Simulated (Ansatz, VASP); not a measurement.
# One calculation of SiGe, two programs

File INCAR:

```
PREC     = Accurate       # precision mode
ENCUT    = 520            # plane-wave cutoff, eV
EDIFF    = 1E-6           # SCF threshold, eV
ISMEAR   = 0              # smearing method
SIGMA    = 0.03           # smearing width, eV
LREAL    = False          # projectors in reciprocal space
LASPH    = True           # aspherical terms in the spheres
NELM     = 100            # most SCF steps
ALGO     = Normal         # electronic algorithm
ISIF     = 2              # what is computed and relaxed
LWAVE    = False          # write WAVECAR
LCHARG   = True           # write CHGCAR
LELF     = True           # ELF
LVHAR    = True         
NBANDS   = 26             # bands
```

File KPOINTS:

```
regular mesh
0
Gamma
  12 12 6
```

The input POSCAR:

```
SiGe
1.0
    3.8347660222      0.0000000000      0.0000000000
   -1.9173830111      3.3210047928      0.0000000000
    0.0000000000      0.0000000000      6.3373575767
Si Ge
2 2
Direct
    0.6666666667      0.3333333333      0.8745031008
    0.3333333333      0.6666666667      0.3745031008
    0.6666666667      0.3333333333      0.4848580677
    0.3333333333      0.6666666667     -0.0151419323
```

Input for Ansatz:

```yaml
crystal:
  lattice:
    - [3.8347660222, 0.0, 0.0]
    - [-1.9173830111, 3.3210047928, 0.0]
    - [0.0, 0.0, 6.3373575767]
  atoms:
    - { symbol: Si, position: [0.6666666667, 0.3333333333, 0.8745031008] }
    - { symbol: Si, position: [0.3333333333, 0.6666666667, 0.3745031008] }
    - { symbol: Ge, position: [0.6666666667, 0.3333333333, 0.4848580677] }
    - { symbol: Ge, position: [0.3333333333, 0.6666666667, -0.0151419323] }
basis:
  ecutwfc: 420
kpoints:
  mp_grid: { grid: [12, 12, 6] }
hamiltonian:
  xc: lda
  pseudopotentials: { kind: paw, azcp: { folder: soft_1 } }
scf:
  occupations: { method: gaussian, width: 0.03 }
output:
  forces: true
  stress: true
  eigenvalues: true
```

Alike in both runs: task single point; functional LDA; k mesh 12 × 12 × 6; occupations gaussian, width 0.03 eV; no spin polarisation.

```csv
,VASP,Ansatz
version,VASP 6.6.1,Ansatz 0.2.0
potentials or method,"VASP PAW LDA potentials, release 64 (Si, Ge_d)","scalar-relativistic, plane waves, PAW"
plane-wave cutoff (eV),520,420
valence electrons in the cell,36,36
```

```csv
,VASP,Ansatz,Ansatz less VASP
gap on the k mesh at the Fermi level (eV),none,none,-
pressure (GPa),3.0,2.9,-0.08
largest component of the traceless stress (GPa),4.05,4.03,-0.023
rms of the force components (eV/Å),0.647,0.646,-0.0017
```

Atom by atom the forces differ by 0.002 eV/Å (rms over components). A gap of «none» marks a metal or a gap that the smearing closes. Ansatz warned: «pseudo_functional_mismatch».

Caveats: forces of over 1 eV/Å show positions far from the minimum, so gaps and moduli don't describe the material at rest.
